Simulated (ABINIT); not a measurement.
Crystal: BaS.

```
Ba S
1.0
     0.00000    3.19375    3.19375
     3.19375    0.00000    3.19375
     3.19375    3.19375    0.00000
Ba S
1 1
Direct
  0.00000 0.00000 0.00000
  0.50000 0.50000 0.50000
```

Program: ABINIT 10.8.3 (patched build). Alike in all runs: potentials or basis JTH PAW PBE v2.0; cell as given; cutoff (eV) 544; smearing fermi-dirac 0.05 eV.

**Question.** Order these runs on this cell by their pressure, lowest first.
A. level PBE; spin off; k mesh 9 × 9 × 9
B. level WC; spin SOC, no magnetisation; k mesh 7 × 7 × 7
C. level HCTH407; spin SOC, no magnetisation; k mesh 7 × 7 × 7

**Answer.** B (-0.7 GPa), A (1.3 GPa), C (3.4 GPa).

Caveats: this set's barium file shifts pressures by 1.5 GPa and gaps by 0.1 eV against other sets; the PAW data sets were made with another functional, which shifts forces and pressure a little (some runs).
